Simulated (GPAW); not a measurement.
Crystal: ZrS2.

```
Zr S
1.0
     3.69138    0.00000    0.00000
    -1.84569    3.19683    0.00000
     0.00000    0.00000    6.04108
Zr S
1 2
Direct
  0.00000 0.00000 0.00000
  0.33333 0.66667 0.23791
  0.66667 0.33333 0.76209
```

The cell is a database's computed one.

Base run:

| Property | Result |
| --- | --- |
| Program | GPAW 26.7.0 |
| Functional | PBE |
| Potentials or basis | GPAW PAW data sets (gpaw-data 1.2.1) |
| Cutoff | 600 eV |
| Basis | pw |
| k mesh | 8 × 8 × 5 |
| Occupations | gaussian, width 0.014 eV |
| Spin | no spin polarisation |

Its results: band gap on the k mesh 1.05 eV, indirect (least direct gap 1.63 eV); pressure 0.2 GPa; largest force 0.016 eV/Å.

**Question.** The run is repeated on the same cell with these changes: functional from PBE to r2SCAN; occupations from gaussian, width 0.014 eV to fermi-dirac, width 0.05 eV. What comes out?

**Answer.** Band gap on the k mesh 1.37 eV, indirect (least direct gap 1.95 eV); pressure -0.2 GPa; largest force 0.035 eV/Å.

Caveats: an odd mesh through Γ misses points on the zone boundary, where band edges often lie (some runs); this functional lacks dispersion, which binds the layers, so the pressure and a relaxed spacing across them are unreliable (some runs); the PAW data sets were made with another functional, which shifts forces and pressure a little (some runs).
